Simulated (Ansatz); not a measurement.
PbO2:

```
CELL_PARAMETERS angstrom
4.99496 0.00000 0.00000
0.00000 4.99496 0.00000
0.00000 0.00000 3.40900
ATOMIC_POSITIONS crystal
Pb 0.50000 0.50000 0.50000
Pb 0.00000 0.00000 0.00000
O 0.69257 0.69257 0.00000
O 0.80743 0.19257 0.50000
O 0.19257 0.80743 0.50000
O 0.30743 0.30743 0.00000
```

The cell is a database's computed one.

Base run:

* Program: Ansatz 0.2.0
* Functional: PBEsol
* Potentials or basis: Ansatz PAW
* Cutoff: 420 eV (not typed: the program's choice for these potentials)
* k mesh: 6 × 6 × 8
* Occupations: fermi-dirac, width 0.05 eV
* Spin: no spin polarisation

Its results: pressure 0.2 GPa.

Question: The run is repeated on the same cell with these changes: functional from PBEsol to r2SCAN; cutoff from 420 eV (not typed: the program's choice for these potentials) to 500 eV (not typed: the program's choice for these potentials). What comes out?

Answer: Pressure -0.7 GPa.

Caveats: the PAW data sets come from PBE, with cores solved anew for the run's functional, which leaves a small shift of forces and pressure.
